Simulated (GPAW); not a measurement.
Crystal: Al2Cu.

```
Cu Al
1.0
    -2.03034    2.03034    2.85109
     2.03034   -2.03034    2.85109
     2.03034    2.03034   -2.85109
Cu Al
1 2
Direct
  0.50000 0.50000 0.00000
  0.25000 0.75000 0.50000
  0.75000 0.25000 0.50000
```

The cell comes from a database or a generator and needn't be the stable form of this composition.

- Program: GPAW 26.7.0
- Task: relaxation of cell and atoms
- Functional: PBEsol
- Dispersion: D3
- Potentials or basis: PAW data sets generated in the run's folder for this functional
- Cutoff: 600 eV
- Basis: pw
- k mesh: 8 × 8 × 8
- Occupations: fermi-dirac, width 0.05 eV
- Spin: no spin polarisation

At the start: pressure -2.5 GPa; volume 15.67 Å³/atom.

How do energy, volume and symmetry change on relaxing?

Over 5 steps the energy falls by 3.2 meV/atom and the volume is 15.30 Å³/atom (-2.4 %); space group Fm-3m (No. 225, to 0.05 Å).

The path:
```
step  energy change (eV)  largest force (eV/Å)  pressure (GPa)  volume (Å³)
   1              0.0000                0.0000           -2.51        47.01
   2             -0.0025                0.0000           -2.17        46.85
   3             -0.0094                0.0000            0.12        45.83
   4             -0.0094                0.0000            0.04        45.87
   5             -0.0095                0.0000           -0.06        45.91
```

Final structure:
```cif
data_structure
_symmetry_space_group_name_H-M 'P 1'
_symmetry_Int_Tables_number 1
_cell_length_a 4.0169
_cell_length_b 4.0169
_cell_length_c 4.0169
_cell_angle_alpha 119.892
_cell_angle_beta 119.892
_cell_angle_gamma 90.186
_cell_volume 45.91
loop_
_atom_site_label
_atom_site_type_symbol
_atom_site_fract_x
_atom_site_fract_y
_atom_site_fract_z
_atom_site_occupancy
Cu1 Cu 0.50000 0.50000 0.00000 1
Al1 Al 0.25000 0.75000 0.50000 1
Al2 Al 0.75000 0.25000 0.50000 1
```

Caveat: with this Cu data set, volumes or pressures lay over 1.5 % or 2 GPa off other programs in two to four cells of ten; later steps reuse the first step's grids; pairwise dispersion overbinds metals, which lowers pressure and volume.
